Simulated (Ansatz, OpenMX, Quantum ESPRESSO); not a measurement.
## AlNi: programs and potentials compared

```xyz
2
Lattice="2.8810 0.0000 0.0000 0.0000 2.8810 0.0000 0.0000 0.0000 2.8810" Properties=species:S:1:pos:R:3 pbc="T T T"
Ni    1.4405    1.4405    1.4405
Al    0.0000    0.0000    0.0000
```

Alike in all runs: task band structure; functional PBE; k mesh 9 × 9 × 9; occupations fermi-dirac, width 0.05 eV; collinear spin, ferromagnetic start; no spin-orbit coupling. Pressure is positive in compression and, in plane waves, holds the error of the finite cutoff.

```tsv
program and potentials	plane-wave cutoff (eV)	notes	pressure (GPa)	net moment per atom (μB)
Quantum ESPRESSO, PseudoDojo 0.4.1 SR PBE standard	1333	-	?	?
Ansatz, all-electron LAPW, scalar-relativistic	-	-	1.91	0.00
OpenMX, OpenMX 2013 PBE set, Ni6.0H-s3p2d2, Al7.0-s2p2d1, grid cutoff 500 Ry	-	atomic basis	3.61	0.00
```

Question: Estimate from the other rows what the run with Quantum ESPRESSO, PseudoDojo 0.4.1 SR PBE standard gave.

Answer: Pressure 1.82 GPa; net moment per atom 0.00 μB. The other rows, which needn't bracket it: pressure 1.91 to 3.61; net moment per atom 0.00.
